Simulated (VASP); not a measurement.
# Os (Fm-3m) in VASP: a series of runs

Runs on Os. Level: PBEsol. Tasks: single point.

Program: VASP 6.6.1. These are calculated values, not measurements. Logs are shortened: lines on timing, memory, paths and dates and some standing lists are left out, and cuts for length are marked.

### Step 1. The crystal as given

The structure is cubic, space group Fm-3m (No. 225). Conventional cell: a = 4.016 Å, b = 4.016 Å, c = 4.016 Å, α = 90.00°, β = 90.00°, γ = 90.00°. Os (site symmetry m-3m) has 12 Os at 2.84 Å as nearest neighbours.

This isn't the form of Os at room conditions, which is hcp.

### Step 2. Single point, PBEsol

INCAR

```
ALGO     = Normal         # electronic algorithm
EDIFF    = 1E-6           # SCF threshold, eV
ENCUT    = 520            # plane-wave cutoff, eV
GGA      = PS             # functional
ISIF     = 2              # what is computed and relaxed
ISMEAR   = 1              # smearing method
LASPH    = T              # aspherical terms in the spheres
LCHARG   = T              # write CHGCAR
LELF     = T              # ELF
LREAL    = F              # projectors in reciprocal space
LVHAR    = T            
LWAVE    = F              # write WAVECAR
NBANDS   = 10             # bands
NELM     = 100            # most SCF steps
PREC     = Accurate       # precision mode
SIGMA    = 0.1            # smearing width, eV
```

KPOINTS

```
k-points
0
Gamma
  10 10 10
```

POSCAR

```
Os
1.0
    0.0000000000      2.0077848246      2.0077848246
    2.0077848246      0.0000000000      2.0077848246
    2.0077848246      2.0077848246      0.0000000000
Os
1
Direct
    0.0000000000      0.0000000000      0.0000000000
```

Potentials or basis: VASP PAW PBE potentials, release 64 (Os).

On the command line:

```sh
cat potpaw_PBE.64/Os/POTCAR > POTCAR
mpirun -np 1 vasp_std > vasp.out
```

OUTCAR:

```text
EDIFF = 1E-6
   ENCUT = 520
   GGA = PS
   ISIF = 2
   ISMEAR = 1
   LASPH = T
   LREAL = F
   NELM = 100
   PREC = Accurate

 ion  position               nearest neighbor table
   1  0.000  0.000  0.000-

  LATTYP: Found a face centered cubic cell.
 ALAT       =     4.0155696492

  Lattice vectors:

 A1 = (   0.0000000000,   2.0077848246,   2.0077848246)
 A2 = (   2.0077848246,   0.0000000000,   2.0077848246)
 A3 = (   2.0077848246,   2.0077848246,   0.0000000000)

Analysis of symmetry for initial positions (statically):
=====================================================================
 Subroutine PRICEL returns:
 Original cell was already a primitive cell.

 Routine SETGRP: Setting up the symmetry group for a
 face centered cubic supercell.

 Subroutine GETGRP returns: Found 48 space group operations
 (whereof 48 operations were pure point group operations)
 out of a pool of 48 trial point group operations.

The static configuration has the point symmetry O_h .

Analysis of symmetry for dynamics (positions and initial velocities):
=====================================================================
 Subroutine PRICEL returns:
 Original cell was already a primitive cell.

 Routine SETGRP: Setting up the symmetry group for a
 face centered cubic supercell.

 Subroutine GETGRP returns: Found 48 space group operations
 (whereof 48 operations were pure point group operations)
 out of a pool of 48 trial point group operations.

The dynamic configuration has the point symmetry O_h .

 Subroutine INISYM returns: Found 48 space group operations
 (whereof 48 operations are pure point group operations),
 and found     1 'primitive' translations

----------------------------------------------------------------------------------------

                                     Primitive cell

  volume of cell :      16.1876

  direct lattice vectors                    reciprocal lattice vectors
     0.000000000  2.007784825  2.007784825    -0.249030670  0.249030670  0.249030670
     2.007784825  0.000000000  2.007784825     0.249030670 -0.249030670  0.249030670
     2.007784825  2.007784825  0.000000000     0.249030670  0.249030670 -0.249030670

  length of vectors
     2.839436529  2.839436529  2.839436529     0.431333773  0.431333773  0.431333773

  position of ions in fractional coordinates (direct lattice)
     0.000000000  0.000000000  0.000000000

  ion indices of the primitive-cell ions
   primitive index   ion index
                 1           1

----------------------------------------------------------------------------------------

 KPOINTS: k-points

Automatic generation of k-mesh.
 Grid dimensions read from file:
 generate k-points for:   10   10   10

 Generating k-lattice:

  Cartesian coordinates                     Fractional coordinates (reciprocal lattice)
    -0.024903067  0.024903067  0.024903067     0.100000000  0.000000000  0.000000000
     0.024903067 -0.024903067  0.024903067     0.000000000  0.100000000  0.000000000
     0.024903067  0.024903067 -0.024903067     0.000000000  0.000000000  0.100000000

  Length of vectors
     0.043133377  0.043133377  0.043133377

  Shift w.r.t. Gamma in fractional coordinates (k-lattice)
     0.000000000  0.000000000  0.000000000

 Subroutine IBZKPT returns following result:
 ===========================================

 Found     47 irreducible k-points:

 Following reciprocal coordinates:
            Coordinates               Weight
  0.000000  0.000000  0.000000      1.000000
  0.100000  0.000000  0.000000      8.000000
  0.200000  0.000000  0.000000      8.000000
  0.300000  0.000000  0.000000      8.000000
  0.400000  0.000000  0.000000      8.000000
  0.500000  0.000000  0.000000      4.000000
[... 16 lines left out ...]
  0.300000  0.300000  0.000000      6.000000
  0.400000  0.300000  0.000000     24.000000
 [... further k-points ...]
   k-points           NKPTS =     47   k-points in BZ     NKDIM =     47   number of bands    NBANDS=     10
   number of dos      NEDOS =    301   number of ions     NIONS =      1
   total plane-waves  NPLWV =  13824
   dimension x,y,z NGX =    24 NGY =   24 NGZ =   24
   dimension x,y,z NGXF=    48 NGYF=   48 NGZF=   48
   ions per type =               1
   NGX,Y,Z   is equivalent  to a cutoff of  14.05, 14.05, 14.05 a.u.
   NGXF,Y,Z  is equivalent  to a cutoff of  28.10, 28.10, 28.10 a.u.
 SYSTEM =  unknown system
   PREC   = accura    normal or accurate (medium, high low for compatibility)
   ISTART =      0    job   : 0-new  1-cont  2-samecut
   ICHARG =      2    charge: 1-file 2-atom 10-const
   ISPIN  =      1    spin polarized calculation?
   LNONCOLLINEAR =      F non collinear calculations
   LSORBIT =      F    spin-orbit coupling
   LASPH  =      T    aspherical Exc in radial PAW
   ENCUT  =  520.0 eV  38.22 Ry    6.18 a.u.   5.28  5.28  5.28*2*pi/ulx,y,z
   NELM   =    100;   NELMIN=  2; NELMDL= -5     # of ELM steps
   EDIFF  = 0.1E-05   stopping-criterion for ELM
   LREAL  =      F    real-space projection
   EDIFFG = 0.1E-04   stopping-criterion for IOM
   NSW    =      0    number of steps for IOM
   IBRION =     -1    ionic relax: 0-MD 1-quasi-New 2-CG
   NFREE  =      0    steps in history (QN), initial steepest desc. (CG)
   ISIF   =      2    stress and relaxation
   ISYM   =      2    0-nonsym 1-usesym 2-fastsym
   POTIM  = 0.5000    time-step for ionic-motion
   TEBEG  =    0.0;   TEEND  =   0.0 temperature during run
   PSTRESS=    0.0 pullay stress
   NELECT =       8.0000    total number of electrons
   NUPDOWN=      -1.0000    fix difference up-down
   EMIN   =  10.00;   EMAX   =-10.00  energy-range for DOS
   EFERMI =   0.00;   METHOD = LEGACY
   ISMEAR =     1;   SIGMA  =   0.10  broadening in eV -4-tet -1-fermi 0-gaus
   EFERMI_NEDOS =   21; number of points for ismear=-14 and -15
   IALGO  =     38    algorithm
   IMIX   =      4    mixing-type and parameters
     AMIX     =   0.40;   BMIX     =  1.00
     AMIX_MAG =   1.60;   BMIX_MAG =  1.00
  volume/ion in A,a.u.               =      16.19       109.24
  Fermi-wavevector in a.u.,A,eV,Ry     =   1.294328  2.445925 22.793634  1.675285
  Thomas-Fermi vector in A             =   2.425918
   LORBIT       =      0    0 simple, 1 ext, 2 COOP (PROOUT), +10 PAW based schemes
   GGA     = PS    functional components
   LHFCALC =     F    Hartree Fock is set to
   AEXX    =    0.0000 exact exchange contribution
   IVDW    =     0    specifies the selected vdW correction
   LEPSILON=     F    determine dielectric tensor
   LRPA    =     F    only Hartree local field effects (RPA)
 non-spin polarized calculation
 Methfessel and Paxton  Order N= 1 SIGMA  =   0.10
  energy-cutoff  :      520.00
  volume of cell :       16.19
 maximum number of plane-waves:       448
 NGX is ok and might be reduce to    24
   NGX = 11   NGY = 11   NGZ = 11

 number of electron       8.0000000 magnetization

 Free energy of the ion-electron system (eV)
  ---------------------------------------------------
  ext. energy  EPLUGINS =         0.00000000
  ---------------------------------------------------
  free energy    TOTEN  =       -11.70819129 eV

  energy without entropy =      -11.70645944  energy(sigma->0) =      -11.70761401

 E-fermi :   7.1693     XC(G=0): -13.3296

 val. band max:        7.1677895066   @ k =   0.4000   0.2000   0.1000
 cond. band min:       7.1708445568   @ k =   0.4000   0.3000   0.1000
 fundamental gap:      0.0030550503
 Fermi energy:         7.1693406471

 k-point     1 :       0.0000    0.0000    0.0000
  band No.  band energies     occupation
      1      -2.4681      2.00000
      2       4.6967      2.00000
      3       4.6967      2.00000
      4       4.6967      2.00000
      5       7.1456      1.38906
      6       7.1456      1.38906
      7      21.4054      0.00000
      8      26.3816      0.00000
      9      26.3816      0.00000
     10      26.3816      0.00000

 k-point     2 :       0.1000    0.0000    0.0000
  band No.  band energies     occupation
      1      -2.0734      2.00000
      2       4.4875      2.00000
      3       4.8607      2.00000
      4       4.8607      2.00000
      5       7.0473      2.07091
      6       7.0473      2.07091
      7      22.0805      0.00000
      8      24.5911      0.00000
      9      27.0390      0.00000
     10      27.0390      0.00000

 k-point     3 :       0.2000    0.0000    0.0000
  band No.  band energies     occupation
      1      -1.0246      2.00000
      2       4.1305      2.00000
      3       5.1100      2.00000
      4       5.1100      2.00000
      5       7.0619      2.06240
      6       7.0619      2.06240
      7      21.9116      0.00000
      8      23.4592      0.00000
      9      28.7922      0.00000
     10      28.7922      0.00000

 k-point     4 :       0.3000    0.0000    0.0000
  band No.  band energies     occupation
      1       0.1182      2.00000
      2       4.3668      2.00000
      3       4.9858      2.00000
      4       4.9858      2.00000
      5       7.7154     -0.00000
      6       7.7154     -0.00000
      7      19.1336      0.00000
      8      22.9237      0.00000
      9      29.4047      0.00000
     10      29.4047      0.00000
[... 222 lines left out ...]
 k-point    22 :      -0.2000    0.2000    0.0000
  band No.  band energies     occupation
      1       0.9461      2.00000
      2       3.5418      2.00000
      3       4.6154      2.00000
      4       5.9748      2.00000
      5       6.2544      2.00000
      6       9.2911      0.00000
      7      20.1629      0.00000
      8      23.2074      0.00000
      9      25.1935      0.00000
     10      27.3982      0.00000

 k-point    23 :       0.3000    0.3000    0.0000
  band No.  band energies     occupation
      1       0.9178      2.00000
      2       2.4351      2.00000
      3       5.4651      2.00000
      4       7.2318      0.13812
      5       7.2318      0.13812
      6       8.3112     -0.00000
      7      22.8408      0.00000
      8      22.8408      0.00000
      9      24.2540      0.00000
     10      26.1622      0.00000

 k-point    24 :       0.4000    0.3000    0.0000
  band No.  band energies     occupation
      1       1.3363      2.00000
      2       2.2155      2.00000
      3       5.5380      2.00000
      4       7.4371     -0.00101
      5       8.8263     -0.00000
      6       8.9374     -0.00000
      7      19.4285      0.00000
      8      21.6028      0.00000
      9      22.5556      0.00000
     10      27.0539      0.00000

 [... further k-points ...]

------------------------ aborting loop because EDIFF is reached ----------------------------------------

  FORCE on cell =-STRESS in cart. coord.  units (eV):
  Direction    XX          YY          ZZ          XY          YZ          ZX
  --------------------------------------------------------------------------------------
  -------------------------------------------------------------------------------------
  Total       -4.4637647     -4.4637647     -4.4637647      0.0000000      0.0000000      0.0000000
  in kB     -441.8047476   -441.8047476   -441.8047476      0.0000000      0.0000000      0.0000000
  external PRESSURE =    -441.8047476 kB  Pullay stress =       0.0000000 kB

 VOLUME and BASIS-vectors are now :
 -----------------------------------------------------------------------------
  energy-cutoff  :      520.00
  volume of cell :       16.19
      direct lattice vectors                 reciprocal lattice vectors
     0.000000000  2.007784825  2.007784825    -0.249030670  0.249030670  0.249030670
     2.007784825  0.000000000  2.007784825     0.249030670 -0.249030670  0.249030670
     2.007784825  2.007784825  0.000000000     0.249030670  0.249030670 -0.249030670

 POSITION                                       TOTAL-FORCE (eV/Angst)
 -----------------------------------------------------------------------------------
      0.00000      0.00000      0.00000        -0.000000      0.000000     -0.000000
 -----------------------------------------------------------------------------------
    total drift:                               -0.000000      0.000000     -0.000000

  FREE ENERGIE OF THE ION-ELECTRON SYSTEM (eV)
  ---------------------------------------------------
  free  energy   TOTEN  =       -11.7081912891 eV

  energy  without entropy=      -11.7064594416  energy(sigma->0) =      -11.70761401
```

Wall time 4.2 s (1 thread of Intel Xeon 6975P-C (Granite Rapids), shared host); peak memory 0.14 GiB.

What came out:

```
Free energy            : -11.7082 eV
Pressure               : -44.2 GPa
Band gap on the k mesh : none (metal or under the smearing width)
```

Caveat: a pressure of tens of GPa on the cell as given is suspect, and the run, the potentials or the cell itself is likely at fault; the PAW data sets were made with another functional, which shifts forces and pressure a little. Spin-orbit coupling is left out, which matters for the levels of Os.

### Step 3. Single point, PBEsol

This run uses another cell than the first one, of 14.35 Å³/atom, 0.886 times its volume.

INCAR

```
ALGO = Fast ; EDIFF = 1E-7
ENCUT = 520 ; GGA = PS
ISIF = 2 ; ISMEAR = 1
LASPH = True ; LCHARG = False
LREAL = False ; LWAVE = False
NBANDS = 10 ; NELM = 100
PREC = Accurate ; SIGMA = 0.1
```

KPOINTS is that of step 2.

POSCAR

```
Os
1.0
    0.0000000000      1.9286546894      1.9286546894
    1.9286546894      0.0000000000      1.9286546894
    1.9286546894      1.9286546894      0.0000000000
Os
1
Direct
    0.0000000000      0.0000000000      0.0000000000
```

Potentials or basis: VASP PAW PBE potentials, release 64 (Os).

On the command line:

```sh
cat potpaw_PBE.64/Os/POTCAR > POTCAR
mpirun -np 1 vasp_std > vasp.out
```

Wall time 4.9 s (1 thread of Intel Xeon 6975P-C (Granite Rapids), shared host); peak memory 0.12 GiB.

The run converged. Its results:

| Quantity | Value |
| --- | --- |
| Free energy | -12.0470 eV |
| Pressure | -10.6 GPa |
| Band gap on the k mesh | none (metal or under the smearing width) |

Levels at points of the mesh, in eV from the Fermi level:
```
           k point  band 1  band 2  band 3  band 4  band 5  band 6  band 7  band 8  band 9
(0.00, 0.00, 0.00)  -10.71   -2.96   -2.96   -2.96    0.00    0.00   14.21   19.89   19.89
(0.50, 0.00, 0.00)   -7.57   -3.10   -3.10   -0.30    2.33    2.33    8.62   13.74   20.06
(0.50, 0.50, 0.00)   -7.42   -6.72    2.21    2.30    2.99    2.99   11.81   12.04   12.04
```

Caveat: the PAW data sets were made with another functional, which shifts forces and pressure a little.
